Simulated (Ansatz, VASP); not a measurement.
# One calculation of Cu, two programs

```xyz
1
Lattice="-1.4108 1.4416 1.3667 1.3919 -1.4546 1.3605 1.4610 1.5047 -1.3803" Properties=species:S:1:pos:R:3 pbc="T T T"
Cu   -0.0015    0.0446    0.0097
```

Change from the starting cell: cell strained at random at fixed volume.

Alike in both runs: task single point; functional PBE; k mesh 13 × 13 × 13; occupations fermi-dirac, width 0.05 eV; no spin polarisation.

|  | VASP | Ansatz |
| --- | --- | --- |
| version | VASP 6.6.1 | Ansatz 0.2.0 |
| potentials or method | VASP PAW PBE potentials, release 64 (Cu) | Ansatz PAW |
| plane-wave cutoff (eV) | 520 | 420 |
| valence electrons in the cell | 11 | 19 |

VASP gave:

```
gap on the k mesh at the Fermi level (eV)       : none
pressure (GPa)                                  : 8.2
largest component of the traceless stress (GPa) : 4.61
```

**Question.** What did Ansatz give for the same quantities?

**Answer.** gap on the k mesh at the Fermi level (eV): none; pressure (GPa): 7.7; largest component of the traceless stress (GPa): 4.62.

A gap of «none» marks a metal or a gap that the smearing closes. The two sets of potentials don't hold the same shells in valence.
